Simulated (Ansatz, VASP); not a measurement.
## Two plane-wave programs on GaAs

```
As Ga
1.0
     0.00000    2.82685    2.82685
     2.82685    0.00000    2.82685
     2.82685    2.82685    0.00000
As Ga
1 1
Cartesian
  4.2403 4.2403 4.2403
  0.0000 0.0000 0.0000
```

Alike in both runs: task band structure; functional PBE; k mesh 8 × 8 × 8; occupations fermi-dirac, width 0.05 eV; no spin polarisation.

|  | VASP | Ansatz |
| --- | --- | --- |
| version | VASP 6.6.1 | Ansatz 0.2.0 |
| potentials or method | VASP PAW PBE potentials, release 64 (As, Ga) | Ansatz PAW |
| plane-wave cutoff (eV) | 500 | 420 |
| valence electrons in the cell | 8 | 28 |

|  | VASP | Ansatz | Ansatz less VASP |
| --- | --- | --- | --- |
| gap on the k mesh at the Fermi level (eV) | 0.58 | 0.52 | -0.065 |
| least direct gap on the mesh (eV) | 0.58 | 0.52 | -0.065 |
| gap along the band path (eV) | 0.58 | 0.52 | -0.065 |
| pressure (GPa) | 4.0 | 3.3 | -0.76 |

The two sets of potentials don't hold the same shells in valence.

A hybrid or GW would open this gap; PBE tends to underestimate it.
